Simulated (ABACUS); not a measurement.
The system is Si2Ni.

```
Ni Si
1.0
     0.00000    2.70300    2.70300
     2.70300    0.00000    2.70300
     2.70300    2.70300    0.00000
Ni Si
1 2
Cartesian
  0.0000 0.0000 0.0000
  4.0545 4.0545 4.0545
  1.3515 1.3515 1.3515
```

Base run:

| Item | Value |
| --- | --- |
| Program | ABACUS 3.10.1 |
| Functional | PBE |
| Potentials or basis | GBRV ultrasoft 1.5 PBE |
| Cutoff | 544 eV |
| Density cutoff | 4354 eV |
| Basis | plane waves |
| k mesh | 6 × 6 × 6 |
| Occupations | fermi-dirac, width 0.05 eV |
| Spin | collinear spin, ferromagnetic start |
| Starting moments | [1.0, 0.0, 0.0] μB |

Its results: band gap on the k mesh none (metal or under the smearing width); pressure 2.1 GPa; net moment 0.00 μB per cell.

Problem. The run is repeated on the same cell with these changes: potentials or basis from GBRV ultrasoft 1.5 PBE to SG15 ONCV 1.2 PBE; cutoff from 544 eV to 1333 eV; density cutoff from 4354 eV to 5333 eV; radial cutoff of the potentials (pseudo_rcut) from 10 bohr to 7 bohr. What comes out?

Solution. Band gap on the k mesh none (metal or under the smearing width); pressure 4.7 GPa; net moment 0.00 μB per cell.

Caveats: there are fewer bands than atomic start orbitals, so a level may be missed at k points of high symmetry (some runs).

Not every run made on this cell is shown here.
